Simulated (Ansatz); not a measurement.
## Cu (P6_3/mmc): electronic heat capacity and spin susceptibility from the density of states

These are results of Ansatz 0.2.0, DFT PBE, scalar-relativistic, plane waves, PAW, not measurements.

Plane waves to 420 eV, a k mesh through Γ of 18×18×10 on the computed 2-atom cell and Gaussian smearing (0.10 eV); no spin polarisation.

Relaxed cell: P6_3/mmc, a = 2.568 Å, b = 2.568 Å, c = 4.194 Å, α = 90.00°, β = 90.00°, γ = 120.00°, 2 atoms in the primitive cell. This form isn't the element's structure at ambient conditions.

The density of states at the Fermi level is 0.673 states/eV in the cell of 2 atoms (2 formula units; both spins, tetrahedra on a 27×27×15 mesh).

What Sommerfeld coefficient and Pauli susceptibility does this give?

Per formula unit N(E_F) = 0.336 states/eV. γ = (π²/3) k_B² N(E_F) N_A = 2.357 mJ/(mol K²) per state/eV, so γ = 0.8 mJ/(mol K²), a mole of formula units. χ_P = μ_B² N(E_F) N_A = 3.23×10⁻⁵ emu/mol per state/eV gives 1.1×10⁻⁵ emu/mol. This is the bare band result: a measured γ of the same phase is as a rule larger by a factor 1 + λ from phonons and spin fluctuations, the spin part of χ is larger by the Stoner factor, and a measured χ also holds orbital and core terms. N(E_F) at one energy is sensitive to the mesh where the density of states has sharp peaks.

Cost: 1 run of about 0.47 core-minutes, on Arm Neoverse V2 (shared hosts).